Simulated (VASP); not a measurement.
A run of VASP 6.6.1:

Contents of INCAR:

```
  ALGO = Fast
  EDIFF = 1E-7
  EDIFFG = -0.01
  ENCUT = 600
  GGA = PE
  IBRION = 2
  ISIF = 2
  ISMEAR = 0
  LASPH = True
  LCHARG = False
  LREAL = False
  LWAVE = False
  NELM = 80
  NSW = 40
  PREC = Accurate
  SIGMA = 0.03
```

The input KPOINTS:

```
k-points
0
Gamma
  8 8 8
```

Contents of POSCAR:

```
GaP                                     
1.0
    0.0000000000      2.6966287681      2.6966287681
    2.6966287681      0.0000000000      2.6966287681
    2.6966287681      2.6966287681      0.0000000000
  Ga              P             
     1     1
Direct
     0.0000000000000000    0.0000000000000000    0.0000000000000000
     0.2500000000000000    0.2500000000000000    0.2500000000000000
```

Potentials or basis: VASP PAW PBE potentials, release 64 (Ga_d, P).

The run is started by

```console
$ cat potpaw_PBE.64/Ga_d/POTCAR potpaw_PBE.64/P/POTCAR > POTCAR
$ mpirun -np 1 vasp_std > vasp.out
```

Hardware: 1 thread of AMD EPYC 9R45 (Zen 5), with other jobs on the host.

Q: How long does it take, and how much memory?

A: Run time: 13 s on 1 thread of AMD EPYC 9R45 (Zen 5) (shared host), peak memory 0.14 GiB. Counts: scf iterations 15, k points 29, ion steps 1.
